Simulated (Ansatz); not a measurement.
# Dielectric response of BaS (001) films, part 3 of 5

How well do thin rocksalt BaS (001) films screen a perpendicular field?

Ansatz 0.2.0; plane-wave DFT, PBE, Ansatz PAW (the session's first sound run).

So far. Step 8 (Relaxing in the field, 6 atoms, field -0.05 V/Å): The dipole is -0.0560 e·Å, and the gap on the mesh 2.201 eV. Step 9 (Response with the atoms relaxed, 6 atoms, units 3): The induced dipole is that of a conductor 9.92 Å thick.

## 10. Relaxation, 10 atoms, units 5

This step: plane-wave DFT, PBE, Ansatz PAW (Ansatz 0.2.0).

System of this step: BaS (001), 5 units. The cell holds 10 atoms: 5 Ba and 5 S. Its edges and angles: a = 4.518 Å, b = 4.518 Å, c = 30.780 Å, α = 90.0°, β = 90.0°, γ = 90.0°. It derives from BaS (rocksalt BaS). Vacuum lies along c.

The next thickness, treated alike, so that differences show the interior and the faces cancel.

input.yaml reads:

```yaml
crystal:
  lattice:
    - [4.51841233, 0.0, 0.0]
    - [0.0, 4.51841233, 0.0]
    - [0.0, 0.0, 30.78]
  atoms:
    - { symbol: Ba, position: [0.5, 0.5, 0.2923976608] }
    - { symbol: S, position: [0.0, 0.0, 0.2923976608] }
    - { symbol: Ba, position: [0.0, 0.0, 0.3961988304] }
    - { symbol: S, position: [0.5, 0.5, 0.3961988304] }
    - { symbol: Ba, position: [0.5, 0.5, 0.5] }
    - { symbol: S, position: [0.0, 0.0, 0.5] }
    - { symbol: Ba, position: [0.0, 0.0, 0.6038011696] }
    - { symbol: S, position: [0.5, 0.5, 0.6038011696] }
    - { symbol: Ba, position: [0.5, 0.5, 0.7076023392] }
    - { symbol: S, position: [0.0, 0.0, 0.7076023392] }
kpoints:
  mp_grid: { grid: [6, 6, 1] }
hamiltonian:
  xc: pbe
scf:
  occupations: { method: fixed }
  convergence: { dr2_threshold: 1.0e-09 }
efield:
  axis: 3
  dipole_correction: true
  ramp_position: 0.97
  ramp_width: 0.06
relax:
  f_tol: 0.003
  max_steps: 100
output:
  write_potential: true
  write_density: true
  volumetric_format: npy
```

Command:

```console
ansatz run input.yaml --threads 4 --pin off --max-ram 8192MiB --backend cpu --events-out ev --progress --plain --runs-dir out
```

Numbers of over 12 decimals in the logs are rounded to 6 here.

What it wrote:

```text
[...]
Crystal: 10 atoms, lattice volume = 628.406 Å³
Basis set: ecut = 420 eV, 12359 PW (Γ), exchange–correlation on 64×64×432 points (8 copies of the dense FFT grid, shifted against one another)
Bands: 50, of which v1, the nominal top of the filled ones, is band 40 counted from 1 (39 counted from 0)
Symmetry: 8 space group operations
k-points: 10 of 36
[...]
- { symbol: Ba, position: [0, 0.0, 0.395103] }
    - { symbol: S, position: [0.500000, 0.500000, 0.394828] }
    - { symbol: Ba, position: [0.500000, 0.500000, 0.500000] }
    - { symbol: S, position: [0, 0.0, 0.500000] }
    - { symbol: Ba, position: [0, 0.0, 0.604897] }
    - { symbol: S, position: [0.500000, 0.500000, 0.605172] }
    - { symbol: Ba, position: [0.500000, 0.500000, 0.707288] }
    - { symbol: S, position: [0, 0.0, 0.707508] }
[key lines of the parts left out:]
SCF converged after 6 iterations
Free energy (F): -34278.537658 eV
Fermi energy:    1.057634 eV
Dipole field:    D = -0.000000 V/Å  (p = -0.000001 e·Å, saw-weighted, corrected)
Work function:   Φ+ = 4.2251 eV   Φ− = 4.2250 eV
```

Run time: 25 s. Hardware: 4 threads of Arm Neoverse V2, shared host; peak memory 1.1 GiB; 96 s of CPU time.

Relaxation path:

| step | energy less that of the first step (eV) | largest force component (eV/Å) |
| --- | --- | --- |
| 1 | 0.0000 | 0.1388 |
| 2 | -0.0088 | 0.0630 |
| 3 | -0.0103 | 0.0077 |
| 4 | -0.0104 | 0.0012 |

The run keeps the 8 symmetry operations that it works with, so distortions that break them were not tested.

The atoms that moved most (Å):

| atom | dx | dy | dz | length |
| --- | --- | --- | --- | --- |
| S4 | 0.000 | 0.000 | -0.042 | 0.042 |
| S8 | 0.000 | 0.000 | 0.042 | 0.042 |
| Ba7 | 0.000 | 0.000 | 0.034 | 0.034 |
| Ba3 | 0.000 | 0.000 | -0.034 | 0.034 |
| Ba1 | 0.000 | 0.000 | 0.010 | 0.010 |
| Ba9 | 0.000 | 0.000 | -0.010 | 0.010 |

The relaxation took 4 steps and lowered the energy by 0.010 eV; the largest force on the free atoms ends at 0.0012 eV/Å.

The gap is 2.12 eV, with the valence edge 4.23 eV and the conduction edge 2.10 eV under the upper vacuum level.

## 11. The relaxed film, single point, 10 atoms, units 5

The next thickness, treated alike, so that differences show the interior and the faces cancel.

input.yaml, the sections that differ from step 10:

```yaml
crystal:
  lattice:
    - [4.51841233, 0.0, 0.0]
    - [0.0, 4.51841233, 0.0]
    - [0.0, 0.0, 30.78]
  atoms:
    - { symbol: Ba, position: [0.5, 0.5, 0.2927120122] }
    - { symbol: S, position: [0.0, 0.0, 0.2924917375] }
    - { symbol: Ba, position: [0.0, 0.0, 0.3951032531] }
    - { symbol: S, position: [0.5, 0.5, 0.3948278365] }
    - { symbol: Ba, position: [0.5, 0.5, 0.5000000022] }
    - { symbol: S, position: [0.0, 0.0, 0.4999999988] }
    - { symbol: Ba, position: [0.0, 0.0, 0.604896751] }
    - { symbol: S, position: [0.5, 0.5, 0.6051721601] }
    - { symbol: Ba, position: [0.5, 0.5, 0.7072879888] }
    - { symbol: S, position: [0.0, 0.0, 0.7075082598] }
output:
  eigenvalues: true
  write_potential: true
  write_density: true
  volumetric_format: npy
  elf: true
# kpoints, hamiltonian, scf, efield: as in step 10
# relax: removed
```

What it wrote:

```text
[...]
Crystal: 10 atoms, lattice volume = 628.406 Å³
Basis set: ecut = 420 eV, 12359 PW (Γ)
Bands: 50, of which v1, the nominal top of the filled ones, is band 40 counted from 1 (39 counted from 0)
Symmetry: 8 space group operations
k-points: 10 of 36
[...]
k-point 0: bands = [... 36 lower, 1.0505, 1.0505, 1.0577, 1.0577, 3.1778, 3.4154, 3.7860, 4.0614, ... 6 higher]
  k-point 1: bands = [... 36 lower, 0.6034, 0.7661, 0.7803, 0.7853, 3.7166, 3.9350, 4.2551, 4.3149, ... 6 higher]
  k-point 2: bands = [... 36 lower, 0.3371, 0.3408, 0.4937, 0.6589, 4.8120, 4.8191, 5.0163, 5.1142, ... 6 higher]
  k-point 9: bands = [... 36 lower, 0.7930, 0.8409, 0.8409, 0.9446, 3.3437, 3.3437, 4.0154, 4.0154, ... 6 higher]
[key lines of the parts left out:]
SCF converged after 8 iterations
Free energy (F): -34278.537877 eV
Fermi energy:    1.057667 eV
Dipole field:    D = 0.000000 V/Å  (p = 0.000000 e·Å, saw-weighted, corrected)
Work function:   Φ+ = 4.2249 eV   Φ− = 4.2249 eV
```

Elapsed: 9.7 s, on 4 threads; peak memory 1.1 GiB; 37 s of CPU time.

The gap is 2.12 eV, with the valence edge 4.22 eV and the conduction edge 2.10 eV under the upper vacuum level.

## 12. Single point, 10 atoms, units 5, field 0.1 V/Å

input.yaml: that of step 11 with these lines changed.

```diff
@@ -22,3 +22,3 @@
   occupations: { method: fixed }
-  convergence: { dr2_threshold: 1.0e-09 }
+  convergence: { dr2_threshold: 1.0e-10 }
 efield:
@@ -28,4 +28,4 @@
   ramp_width: 0.06
+  amplitude: 0.1
 output:
-  eigenvalues: true
   write_potential: true
@@ -33,2 +33 @@
   volumetric_format: npy
-  elf: true
```

What it wrote:

```text
[...]
Crystal: 10 atoms, lattice volume = 628.406 Å³
Basis set: ecut = 420 eV, 12359 PW (Γ)
Bands: 50, of which v1, the nominal top of the filled ones, is band 40 counted from 1 (39 counted from 0)
Symmetry: 8 space group operations
k-points: 10 of 36
[...]
k-point 0: bands = [... 36 lower, 0.9293, 0.9293, 1.1793, 1.1793, 3.1576, 3.4197, 3.7897, 3.8806, ... 6 higher]
  k-point 1: bands = [... 36 lower, 0.6568, 0.7109, 0.8166, 0.9086, 3.6951, 3.9382, 4.0936, 4.2746, ... 6 higher]
  k-point 2: bands = [... 36 lower, 0.3012, 0.4467, 0.4650, 0.7158, 4.5867, 4.9582, 4.9909, 5.1581, ... 6 higher]
  k-point 9: bands = [... 36 lower, 0.7113, 0.9347, 0.9347, 0.9948, 3.3344, 3.3344, 4.0159, 4.0159, ... 6 higher]
[key lines of the parts left out:]
SCF converged after 13 iterations
Free energy (F): -34278.545334 eV
Fermi energy:    1.179298 eV
Dipole field:    D = 0.042951 V/Å  (p = 0.149159 e·Å, saw-weighted, corrected)
```

The job ended after 11 s (4 threads; peak memory 1.1 GiB; 43 s of CPU time).

The dipole is 0.149 e·Å, and the gap on the mesh 1.978 eV.

## 13. Single point, 10 atoms, units 5, field -0.1 V/Å

input.yaml: that of step 12 with these lines changed.

```diff
@@ -28,3 +28,3 @@
   ramp_width: 0.06
-  amplitude: 0.1
+  amplitude: -0.1
 output:
```

What it wrote:

```text
[...]
Crystal: 10 atoms, lattice volume = 628.406 Å³
Basis set: ecut = 420 eV, 12359 PW (Γ)
Bands: 50, of which v1, the nominal top of the filled ones, is band 40 counted from 1 (39 counted from 0)
Symmetry: 8 space group operations
k-points: 10 of 36
[...]
k-point 0: bands = [... 36 lower, 0.9293, 0.9293, 1.1793, 1.1793, 3.1576, 3.4197, 3.7897, 3.8806, ... 6 higher]
  k-point 1: bands = [... 36 lower, 0.6568, 0.7109, 0.8166, 0.9086, 3.6951, 3.9382, 4.0936, 4.2746, ... 6 higher]
  k-point 2: bands = [... 36 lower, 0.3012, 0.4467, 0.4650, 0.7158, 4.5867, 4.9582, 4.9909, 5.1581, ... 6 higher]
  k-point 9: bands = [... 36 lower, 0.7113, 0.9347, 0.9347, 0.9948, 3.3344, 3.3344, 4.0159, 4.0159, ... 6 higher]
[key lines of the parts left out:]
SCF converged after 13 iterations
Free energy (F): -34278.545334 eV
Fermi energy:    1.179300 eV
Dipole field:    D = -0.042951 V/Å  (p = -0.149158 e·Å, saw-weighted, corrected)
```

Wall time 11 s (4 threads); peak memory 1.1 GiB; 43 s of CPU time.

The dipole is -0.149 e·Å, and the gap on the mesh 1.978 eV.

## 14. Response with the atoms held, 10 atoms, units 5

This step: plane-wave DFT, PBE, Ansatz PAW; response to a field along the normal, atoms held (Ansatz 0.2.0).

Local field over the applied field, running mean. From the potentials at -0.1 and 0.1 V/Å; running mean over 3.195 Å, taken twice. The local field over applied field by z:

| z (Å) | local field over applied field |
| --- | --- |
| 4.5 | 0.975 |
| 5.0 | 0.948 |
| 5.5 | 0.902 |
| 6.0 | 0.834 |
| 6.5 | 0.745 |
| 7.0 | 0.640 |
| 7.5 | 0.528 |
| 8.0 | 0.422 |
| 8.5 | 0.332 |
| 9.0 | 0.264 |
| 9.5 | 0.218 |
| 10.0 | 0.194 |
| 10.5 | 0.186 |
| 11.0 | 0.187 |
| 11.5 | 0.192 |
| 12.0 | 0.198 |
| 12.5 | 0.203 |
| 13.0 | 0.208 |
| 13.5 | 0.211 |
| 14.0 | 0.212 |
| 14.5 | 0.212 |
| 15.0 | 0.212 |
| 15.5 | 0.212 |
| 16.0 | 0.212 |
| 16.5 | 0.212 |
| 17.0 | 0.212 |
| 17.5 | 0.210 |
| 18.0 | 0.206 |
| 18.5 | 0.201 |
| 19.0 | 0.195 |
| 19.5 | 0.190 |
| 20.0 | 0.186 |
| 20.5 | 0.188 |
| 21.0 | 0.202 |
| 21.5 | 0.235 |
| 22.0 | 0.291 |
| 22.5 | 0.369 |
| 23.0 | 0.467 |
| 23.5 | 0.577 |
| 24.0 | 0.687 |
| 24.5 | 0.786 |
| 25.0 | 0.866 |
| 25.5 | 0.925 |
| 26.0 | 0.962 |
| 26.5 | 0.982 |

The induced dipole is that of a conductor 13.22 Å thick.

## 15. Field on, atoms free, 10 atoms, units 5, field 0.05 V/Å

This step: plane-wave DFT, PBE, Ansatz PAW (Ansatz 0.2.0).

The same pair of relaxations in the field for this thickness.

input.yaml: that of step 13 with these lines changed.

```diff
@@ -28,3 +28,6 @@
   ramp_width: 0.06
-  amplitude: -0.1
+  amplitude: 0.05
+relax:
+  f_tol: 0.0006
+  max_steps: 70
 output:
```

What it wrote:

```text
[...]
Crystal: 10 atoms, lattice volume = 628.406 Å³
Basis set: ecut = 420 eV, 12359 PW (Γ), exchange–correlation on 64×64×432 points (8 copies of the dense FFT grid, shifted against one another)
Bands: 50, of which v1, the nominal top of the filled ones, is band 40 counted from 1 (39 counted from 0)
Symmetry: 8 space group operations
k-points: 10 of 36
[...]
- { symbol: S, position: [0, 0.0, 0.292353] }
    - { symbol: Ba, position: [0, 0.0, 0.395164] }
    - { symbol: S, position: [0.500000, 0.500000, 0.394781] }
    - { symbol: Ba, position: [0.500000, 0.500000, 0.500101] }
    - { symbol: S, position: [0, 0.0, 0.499901] }
    - { symbol: Ba, position: [0, 0.0, 0.604948] }
    - { symbol: S, position: [0.500000, 0.500000, 0.605133] }
    - { symbol: Ba, position: [0.500000, 0.500000, 0.707409] }
    - { symbol: S, position: [0, 0.0, 0.707374] }
[key lines of the parts left out:]
SCF converged after 6 iterations
Free energy (F): -34278.539897 eV
Fermi energy:    1.069050 eV
Dipole field:    D = 0.025772 V/Å  (p = 0.089501 e·Å, saw-weighted, corrected)
```

Wall time 25 s (4 threads); peak memory 1.1 GiB.

No atom moved by 0.005 Å in the relaxation.

The relaxation took 4 steps and lowered the energy by 3.7e-4 eV; the largest force on the free atoms ends at 4.1e-4 eV/Å.

The dipole is 0.0895 e·Å, and the gap on the mesh 2.107 eV.

## 16. Field on, atoms free, 10 atoms, units 5, field -0.05 V/Å

The opposite sign, again from the field-free geometry; the difference of the two cancels what relaxes without a field.

input.yaml: that of step 15 with these lines changed.

```diff
@@ -28,3 +28,3 @@
   ramp_width: 0.06
-  amplitude: 0.05
+  amplitude: -0.05
 relax:
```

What it wrote:

```text
[...]
Crystal: 10 atoms, lattice volume = 628.406 Å³
Basis set: ecut = 420 eV, 12359 PW (Γ), exchange–correlation on 64×64×432 points (8 copies of the dense FFT grid, shifted against one another)
Bands: 50, of which v1, the nominal top of the filled ones, is band 40 counted from 1 (39 counted from 0)
Symmetry: 8 space group operations
k-points: 10 of 36
[...]
- { symbol: S, position: [0, 0.0, 0.292626] }
    - { symbol: Ba, position: [0, 0.0, 0.395052] }
    - { symbol: S, position: [0.500000, 0.500000, 0.394867] }
    - { symbol: Ba, position: [0.500000, 0.500000, 0.499899] }
    - { symbol: S, position: [0, 0.0, 0.500099] }
    - { symbol: Ba, position: [0, 0.0, 0.604836] }
    - { symbol: S, position: [0.500000, 0.500000, 0.605219] }
    - { symbol: Ba, position: [0.500000, 0.500000, 0.707165] }
    - { symbol: S, position: [0, 0.0, 0.707647] }
[key lines of the parts left out:]
SCF converged after 6 iterations
Free energy (F): -34278.539897 eV
Fermi energy:    1.069051 eV
Dipole field:    D = -0.025772 V/Å  (p = -0.089501 e·Å, saw-weighted, corrected)
```

Wall time 25 s (4 threads); peak memory 1.1 GiB.

No atom moved by 0.005 Å in the relaxation.

The relaxation took 4 steps and lowered the energy by 3.7e-4 eV; the largest force on the free atoms ends at 4.1e-4 eV/Å.

The dipole is -0.0895 e·Å, and the gap on the mesh 2.107 eV.

## 17. Response with the atoms relaxed, 10 atoms, units 5

This step: plane-wave DFT, PBE, Ansatz PAW; response to a field along the normal, atoms relaxed (Ansatz 0.2.0).

Local field over the applied field, running mean. From the potentials at -0.05 and 0.05 V/Å; running mean over 3.195 Å, taken twice. Local field over applied field against z:

| z (Å) | local field over applied field |
| --- | --- |
| 5 | 0.953 |
| 6 | 0.810 |
| 7 | 0.557 |
| 8 | 0.259 |
| 9 | 0.0650 |
| 10 | -0.00632 |
| 11 | 0.0438 |
| 12 | 0.0800 |
| 13 | 0.101 |
| 14 | 0.0676 |
| 15 | 0.0437 |
| 16 | 0.0438 |
| 17 | 0.0762 |
| 18 | 0.0981 |
| 19 | 0.0751 |
| 20 | 0.0311 |
| 21 | -0.00677 |
| 22 | 0.0983 |
| 23 | 0.323 |
| 24 | 0.624 |
| 25 | 0.851 |
| 26 | 0.966 |

The induced dipole is that of a conductor 15.87 Å thick.

## 18. Relaxation, 16 atoms, units 8

This step: plane-wave DFT, PBE, Ansatz PAW (Ansatz 0.2.0).

System of this step: BaS (001), 8 units. The cell holds 16 atoms: 8 Ba and 8 S. Its edges and angles: a = 4.518 Å, b = 4.518 Å, c = 40.365 Å, α = 90.0°, β = 90.0°, γ = 90.0°. It derives from BaS (rocksalt BaS). Vacuum lies along c.

The next thickness, treated alike, so that differences show the interior and the faces cancel.

input.yaml reads:

```yaml
crystal:
  lattice:
    - [4.51841233, 0.0, 0.0]
    - [0.0, 4.51841233, 0.0]
    - [0.0, 0.0, 40.365]
  atoms:
    - { symbol: Ba, position: [0.5, 0.5, 0.2229654404] }
    - { symbol: S, position: [0.0, 0.0, 0.2229654404] }
    - { symbol: Ba, position: [0.0, 0.0, 0.3021181717] }
    - { symbol: S, position: [0.5, 0.5, 0.3021181717] }
    - { symbol: Ba, position: [0.5, 0.5, 0.381270903] }
    - { symbol: S, position: [0.0, 0.0, 0.381270903] }
    - { symbol: Ba, position: [0.0, 0.0, 0.4604236343] }
    - { symbol: S, position: [0.5, 0.5, 0.4604236343] }
    - { symbol: Ba, position: [0.5, 0.5, 0.5395763657] }
    - { symbol: S, position: [0.0, 0.0, 0.5395763657] }
    - { symbol: Ba, position: [0.0, 0.0, 0.618729097] }
    - { symbol: S, position: [0.5, 0.5, 0.618729097] }
    - { symbol: Ba, position: [0.5, 0.5, 0.6978818283] }
    - { symbol: S, position: [0.0, 0.0, 0.6978818283] }
    - { symbol: Ba, position: [0.0, 0.0, 0.7770345596] }
    - { symbol: S, position: [0.5, 0.5, 0.7770345596] }
kpoints:
  mp_grid: { grid: [6, 6, 1] }
hamiltonian:
  xc: pbe
scf:
  occupations: { method: fixed }
  convergence: { dr2_threshold: 1.0e-09 }
efield:
  axis: 3
  dipole_correction: true
  ramp_position: 0.97
  ramp_width: 0.06
relax:
  f_tol: 0.003
  max_steps: 100
output:
  write_potential: true
  write_density: true
  volumetric_format: npy
```

What it wrote:

```text
[...]
Crystal: 16 atoms, lattice volume = 824.094 Å³
Basis set: ecut = 420 eV, 16119 PW (Γ), exchange–correlation on 64×64×540 points (8 copies of the dense FFT grid, shifted against one another)
Bands: 80, of which v1, the nominal top of the filled ones, is band 64 counted from 1 (63 counted from 0)
Symmetry: 8 space group operations
k-points: 10 of 36
[...]
- { symbol: S, position: [0.5, 0.5, 0.460030] }
    - { symbol: Ba, position: [0.5, 0.5, 0.539888] }
    - { symbol: S, position: [0, 0.0, 0.539970] }
    - { symbol: Ba, position: [0, 0.0, 0.619738] }
    - { symbol: S, position: [0.5, 0.5, 0.619580] }
    - { symbol: Ba, position: [0.5, 0.5, 0.699709] }
    - { symbol: S, position: [0, 0.0, 0.699978] }
    - { symbol: Ba, position: [0, 0.0, 0.777810] }
    - { symbol: S, position: [0.5, 0.5, 0.777945] }
[key lines of the parts left out:]
SCF converged after 7 iterations
Free energy (F): -54846.125923 eV
Fermi energy:    2.222938 eV
Dipole field:    D = 0.000000 V/Å  (p = 0.000002 e·Å, saw-weighted, corrected)
Work function:   Φ+ = 4.2251 eV   Φ− = 4.2251 eV
```

Wall time 57 s (4 threads); peak memory 1.7 GiB.

Relaxation path:

| step | energy less that of the first step (eV) | largest force component (eV/Å) |
| --- | --- | --- |
| 1 | 0.0000 | 0.1418 |
| 2 | -0.0132 | 0.0661 |
| 3 | -0.0146 | 0.0110 |
| 4 | -0.0147 | 0.0017 |

The run keeps the 8 symmetry operations that it works with, so distortions that break them were not tested.

The atoms that moved most (Å):

| atom | dx | dy | dz | length |
| --- | --- | --- | --- | --- |
| S14 | 0.000 | 0.000 | 0.085 | 0.085 |
| S4 | 0.000 | 0.000 | -0.085 | 0.085 |
| Ba13 | 0.000 | 0.000 | 0.074 | 0.074 |
| Ba3 | 0.000 | 0.000 | -0.074 | 0.074 |
| Ba11 | 0.000 | 0.000 | 0.041 | 0.041 |
| Ba5 | 0.000 | 0.000 | -0.041 | 0.041 |
| S16 | 0.000 | 0.000 | 0.037 | 0.037 |
| S2 | 0.000 | 0.000 | -0.037 | 0.037 |

Running mean over 3.195 Å of the planar mean; the ramp of the sawtooth is left out. Table of electron's electrostatic potential energy less the highest filled level by z:

| z (Å) | electron's electrostatic potential energy less the highest filled level (eV) |
| --- | --- |
| 4 | 4.22 |
| 6 | 4.09 |
| 8 | -1.19 |
| 10 | -2.20 |
| 12 | -2.13 |
| 14 | -2.02 |
| 16 | -2.13 |
| 18 | -2.13 |
| 20 | -2.05 |
| 22 | -2.15 |
| 24 | -2.09 |
| 26 | -2.08 |
| 28 | -2.13 |
| 30 | -2.24 |
| 32 | -1.81 |
| 34 | 3.86 |
| 36 | 4.22 |

The relaxation took 4 steps and lowered the energy by 0.015 eV; the largest force on the free atoms ends at 0.0017 eV/Å.

The gap is 2.08 eV, with the valence edge 4.23 eV and the conduction edge 2.15 eV under the upper vacuum level.

## 19. The series together

Times are for 4 threads of Arm Neoverse V2, shared host. The series side by side:

| no. | units | gap by band count (eV) | ionisation energy, upper face (eV) | electron affinity, upper face (eV) | time | memory (GiB) |
| --- | --- | --- | --- | --- | --- | --- |
| 1 | 3 | 2.201 | 4.220 | 2.019 | 11 s | 0.77 |
| 2 | 5 | 2.120 | 4.225 | 2.105 | 25 s | 1.1 |
| 3 | 8 | 2.076 | 4.225 | 2.150 | 57 s | 1.7 |

The valence density, planar mean (3) oscillates, so the rows of the table below give means over windows of 1 Å about each position, cut where the curve ends. Its maxima inside the range that stand out by 2 % of the span (Å: e/Å³): 9.1: 0.439, 12.2: 0.438, 15.3: 0.439. Its minima: 10.6: 0.0539, 13.8: 0.0539.

The runs together. Table of valence density, planar mean by z; means over each step:

| z (Å) | 3 (e/Å³) | 5 (e/Å³) | 8 (e/Å³) |
| --- | --- | --- | --- |
| 4 | 6.7e-6 | 7.2e-6 | 7.9e-6 |
| 5 | 7.1e-5 | 7.6e-5 | 8.4e-5 |
| 6 | 7.5e-4 | 8.0e-4 | 8.9e-4 |
| 7 | 0.00992 | 0.0108 | 0.0120 |
| 8 | 0.158 | 0.167 | 0.181 |
| 9 | 0.422 | 0.421 | 0.421 |
| 10 | 0.187 | 0.179 | 0.166 |
| 11 | 0.121 | 0.131 | 0.143 |
| 12 | 0.410 | 0.413 | 0.417 |
| 13 | 0.243 | 0.229 | 0.214 |
| 14 | 0.0902 | 0.0824 | 0.0880 |
| 15 | 0.381 | 0.372 | 0.381 |
| 16 | 0.297 | 0.308 | 0.297 |
| 17 | 0.0306 | 0.0685 | 0.0707 |
| 18 | 0.00196 | 0.305 | 0.321 |
| 19 | 1.8e-4 | 0.375 | 0.362 |
| 20 | 1.7e-5 | 0.0899 | 0.0792 |
| 21 | 1.6e-6 | 0.254 | 0.246 |
| 22 | 0 | 0.404 | 0.407 |
| 23 | 0 | 0.100 | 0.117 |
| 24 | 0 | 0.00726 | 0.123 |

(Continued in part 4 of 5.)

[Logs are printed without paths, hosts, clocks, repeated set-up lines and the standing remarks that a program may print on its own settings, such as how far it seeks lower states.]

[Hosts, paths, dates, database ids (printed as entryN), source tags and the programs' standing remarks are cut or masked in the printed files.]

[Maps of the electrostatic potential energy from Ansatz leave out the sawtooth potential of an applied field or a dipole correction, so their vacuum need not be flat; planar profiles and work functions include it.]
